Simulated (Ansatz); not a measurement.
# BN: excitons and shallow donors from band masses and screening

These are results of DFT r2SCAN, scalar-relativistic, plane waves, PAW (Ansatz), not measurements.

Plane waves to 500 eV, a k mesh through Γ of 12×12×12 on the computed 2-atom cell and Gaussian smearing (0.02 eV); no spin polarisation.

Relaxed cell: F-43m, a = 3.610 Å, b = 3.610 Å, c = 3.610 Å, α = 90.00°, β = 90.00°, γ = 90.00°, 2 atoms in the primitive cell.

The calculation gives a Kohn–Sham gap of 5.00 eV, an electron mass of 0.375 mₑ and a hole mass of 0.502 mₑ (harmonic means over x, y, z and over the bands degenerate at each edge), and ε∞ = 4.42 (independent particles, mean of the diagonal).

**Question.** Estimate the binding energy and radius of a Wannier–Mott exciton and of a shallow donor, and say whether the hydrogenic model can hold.

**Answer.** The reduced mass is μ = mₙmₕ/(mₙ + mₕ) = 0.215 mₑ, with mₙ and mₕ the band masses. With E_b = 13.606 eV × μ/ε² and a = 0.529 Å × ε/μ (μ in mₑ) the exciton has E_b = 150 meV and a = 10.9 Å. For a donor μ is the electron mass: 261 meV and 6.2 Å. The exciton's radius is 4 times the shortest lattice vector (2.55 Å), so the continuum picture is reasonable. In a polar crystal the ions screen too, so a state bound more weakly than an optical phonon feels the larger static constant, which lowers the energy and widens the orbit. The other way, the small Kohn–Sham gap and the missing local fields make ε∞ too large and the masses tend to be too light, which underbinds. The edges lie at different points of the zone, so the exciton is indirect.